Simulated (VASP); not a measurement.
Crystal: PbS (Galena).

```
CELL_PARAMETERS angstrom
0.00000 2.96575 2.96575
2.96575 0.00000 2.96575
2.96575 2.96575 0.00000
ATOMIC_POSITIONS crystal
Pb 0.00000 0.00000 0.00000
S 0.50000 0.50000 0.50000
```

Base run:

* Program: VASP 6.6.1
* Functional: MS2
* Potentials or basis: VASP PAW PBE potentials, release 64 (Pb_d, S)
* Cutoff: 520 eV
* k mesh: 8 × 8 × 8
* Occupations: fermi-dirac, width 0.05 eV
* Spin: no spin polarisation

Its results: band gap on the k mesh 0.43 eV, direct; pressure 0.4 GPa.

The run is repeated on the same cell with these changes: functional from MS2 to revTPSS. What comes out?

Band gap on the k mesh 0.32 eV, direct; pressure 1.1 GPa.

Caveats: the PAW data sets were made with another functional, which shifts forces and pressure a little; spin-orbit coupling is left out, which as a rule narrows the gap of such compounds by several tenths of an eV.
